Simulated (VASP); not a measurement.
# CdTe (F-43m) under biaxial strain in the (111) plane, part 2 of 2

How do the elastic response and the band edges of CdTe follow biaxial strain in the (111) plane?

VASP 6.6.1, plane waves and PAW; the level of theory is named at each step.

So far: Starting point; Relax the crystal, LDA; Strain along the normal, LDA; Band edges, TB-mBJ with spin-orbit coupling; Band edges, r2SCAN with spin-orbit coupling.

## (5) Band edges, r2SCAN with spin-orbit coupling (continued)

Level of this step: r2SCAN, spin-orbit coupling; plane waves and PAW (Cd, Te); cell typed or built by script (VASP).

Parts of OUTCAR (step 5):

```text
  Total        1.7066938      1.7066938      1.7066938     -0.2167385     -0.2167385     -0.2167385
  in kB       42.3706575     42.3706575     42.3706575     -5.3807839     -5.3807839     -5.3807839
  external PRESSURE =      42.3706575 kB  Pullay stress =       0.0000000 kB

 POSITION                                       TOTAL-FORCE (eV/Angst)
 -----------------------------------------------------------------------------------
      0.01728      0.01728      0.01728         0.018209      0.018209      0.018209
      1.61503      1.61503      1.61503        -0.018209     -0.018209     -0.018209
 -----------------------------------------------------------------------------------
    total drift:                                0.000210      0.000210      0.000210

  FREE ENERGIE OF THE ION-ELECTRON SYSTEM (eV)
  ---------------------------------------------------
  free  energy   TOTEN  =      -790.7718655189 eV

  energy  without entropy=     -790.7718655189  energy(sigma->0) =     -790.77186552

[... 2 parts as in an earlier step ...]

[... 1 further part left out ...]
[key lines of the parts left out:]
E-fermi :   3.1631
```

Read from the output:

```
energy(sigma→0) of the program : -790.7719 eV
stress, compression positive   : 3.16 along [111], 4.78 across it (mean), GPa
```

The run ends at a pressure of 4.24 GPa, with forces up to 0.032 eV/Å.

## (6) The whole series

Runs beyond LDA use the data sets made with LDA; this shifts their levels slightly, and their total energies have another zero (at TB-mBJ, which has no energy functional, they mean nothing).

The other members went through these steps as far as the tables show, with the same cutoff and, step by step, the same mesh; 42 runs are not shown. The session took 7.3 core hours (wall time by ranks) on a shared machine.

```tsv
in-plane strain (%)	strain along the normal (%)	in-plane stress, tension positive (GPa)	energy above the unstrained row (meV/atom)	gap on the mesh, LDA (eV)
-2.000	1.763	-1.644	7.231	0.620
-1.500	1.317	-1.228	4.161	0.632
-1.000	0.880	-0.815	1.928	0.639
-0.500	0.445	-0.396	0.546	0.643
0	0.000	-0.003	0.000	0.644
0.500	-0.411	0.396	0.272	0.594
1.000	-0.848	0.775	1.349	0.547
1.500	-1.263	1.159	3.223	0.505
2.000	-1.665	1.535	5.887	0.469
```

Slopes at zero strain, from cubics through all rows: strain ratio -0.863, stress over strain 80 GPa.

Band edges at TB-mBJ with spin-orbit coupling, counted from the valence-band top at Γ, spin-orbit pairs averaged, with one row partly withheld:

```tsv
in-plane strain (%)	gap (eV)	conduction band at Γ (eV)	Δ or X valley along z (eV)	Δ or X valley along x (eV)	lowest conduction level at L, [111] (eV)	lowest conduction level at L, [-111] (eV)	second valence level below the top (eV)	third valence level below the top (eV)
-2.000	1.599	1.599	2.709	2.709	2.593	2.237	0.148	0.922
-1.500	1.616	1.616	2.786	2.786	?	2.280	0.110	0.892
-1.000	1.628	1.628	2.856	2.856	2.494	2.321	0.073	0.866
-0.500	1.635	1.635	2.908	2.908	2.445	2.359	0.037	0.843
0	1.640	1.640	2.945	2.945	2.396	2.396	0.000	0.823
0.500	1.605	1.605	2.932	2.932	2.315	2.395	0.034	0.839
1.000	1.569	1.569	2.905	2.905	2.234	2.394	0.067	0.857
1.500	1.532	1.533	2.864	2.864	2.156	2.392	0.099	0.875
2.000	1.494	1.496	2.820	2.820	2.083	2.391	0.127	0.891
```

Conduction masses, in electron masses:

```tsv
in-plane strain (%)	conduction mass at Γ, along the strain axis or the normal of the plane	conduction mass at Γ, across the strain axis or in the plane
-2.000	0.123	0.149
-1.500	0.127	0.146
-1.000	0.131	0.143
-0.500	0.135	0.141
0	0.139	0.139
0.500	0.141	0.136
1.000	0.145	0.134
1.500	0.148	0.133
2.000	0.149	0.131
```

Band edges at r2SCAN with spin-orbit coupling, counted from the valence-band top at Γ, spin-orbit pairs averaged:

```tsv
in-plane strain (%)	gap (eV)	conduction band at Γ (eV)	Δ or X valley along z (eV)	Δ or X valley along x (eV)	lowest conduction level at L, [111] (eV)	lowest conduction level at L, [-111] (eV)	second valence level below the top (eV)	third valence level below the top (eV)
-2.000	1.061	1.061	2.288	2.288	2.233	1.831	0.156	0.943
-1.500	1.076	1.076	2.365	2.365	2.171	1.875	0.116	0.911
-1.000	1.086	1.086	2.436	2.436	2.112	1.916	0.077	0.883
-0.500	1.091	1.092	2.497	2.497	2.053	1.955	0.038	0.860
0	1.094	1.094	2.539	2.539	1.994	1.994	0.000	0.839
0.500	1.056	1.056	2.524	2.524	1.902	1.992	0.035	0.856
1.000	1.017	1.018	2.490	2.490	1.811	1.992	0.070	0.874
1.500	0.977	0.979	2.446	2.446	1.724	1.991	0.101	0.892
2.000	0.937	0.942	2.403	2.403	1.643	1.991	0.129	0.908
```

Conduction masses, in electron masses:

```tsv
in-plane strain (%)	conduction mass at Γ, along the strain axis or the normal of the plane	conduction mass at Γ, across the strain axis or in the plane
-2.000	0.085	0.099
-1.500	0.087	0.096
-1.000	0.089	0.095
-0.500	0.090	0.093
0	0.091	0.091
0.500	0.092	0.089
1.000	0.092	0.088
1.500	0.093	0.086
2.000	0.093	0.085
```

## (7) A fit to the known rows

The quantity to fit is the splitting of the lowest conduction levels at the L points ([111] less [-111]) at TB-mBJ with spin-orbit coupling: 0.356, 0.173, 0.087, 0.000, -0.080, -0.160, -0.236, -0.308 eV in the rows shown.

A least-squares parabola through the 8 rows shown, with d the strain along the axis less the strain across it, in %: E = 0.001420 d² + 0.08931 d + 2.00e-4 (eV), r.m.s. residual 3.8e-4 eV.

At d = 2.817 this predicts 0.2630 eV.

## (8) The withheld row

The calculation gives 0.2630 eV, so the prediction is right to the last digit shown.

The splitting is Ξu times 8/9 of d, with d as a fraction, so the linear term gives Ξu = 10.0 eV.

## (9) What came out

```json
{"ratio of normal to in-plane strain": "-0.863", "biaxial modulus": "80 GPa", "gap of the unstrained cell, TB-mBJ with spin-orbit coupling": "1.64 eV", "gap of the unstrained cell, r2SCAN with spin-orbit coupling": "1.09 eV", "shear deformation potential Ξu of the lowest conduction levels at L": "10.0 eV", "error of the predicted row": "0.0 meV"}
```

What this shows: As a check, the curvature of the energy gives 80 GPa for the same modulus (energy per volume = M × strain²), 0 % from the slope of the stress. At TB-mBJ with spin-orbit coupling the lowest conduction valley is Γ throughout, and the gap runs between 1.49 and 1.64 eV. At r2SCAN with spin-orbit coupling the lowest conduction valley is Γ throughout, and the gap runs between 0.94 and 1.09 eV. Hole masses are left out throughout, since the top bands are degenerate or cross in many series; of conduction masses, those of the Γ, L and (for Si and Ge under (001) strain) Δ valleys are kept where they change by under an eighth between rows. TB-mBJ is a potential fitted for gaps; it has no energy functional, so its total energies and forces mean nothing, and its bands tend to come out too narrow. r2SCAN opens gaps somewhat over GGA but leaves them below measured values as a rule. Δ or X levels are the lowest on their line, refined by a parabola unless they lie at X; the gap is read from all points sampled and can differ from the lowest valley by some meV, or by tens of meV where strain moves the valence top off Γ. Temperature, zero-point motion and excitons are left out.

[Lines on the potential files, build, host, timing and source positions are cut from VASP's logs without a mark.]

[Logs are printed without paths, hosts, clocks, repeated set-up lines and the standing remarks that a program may print on its own settings, such as how far it seeks lower states.]

[Hosts, paths, dates, database ids (printed as entryN), source tags and the programs' standing remarks are cut or masked in the printed files.]

[In band tables of VASP the shares of atoms and orbitals are scaled to a sum of 1 inside the atoms' spheres.]
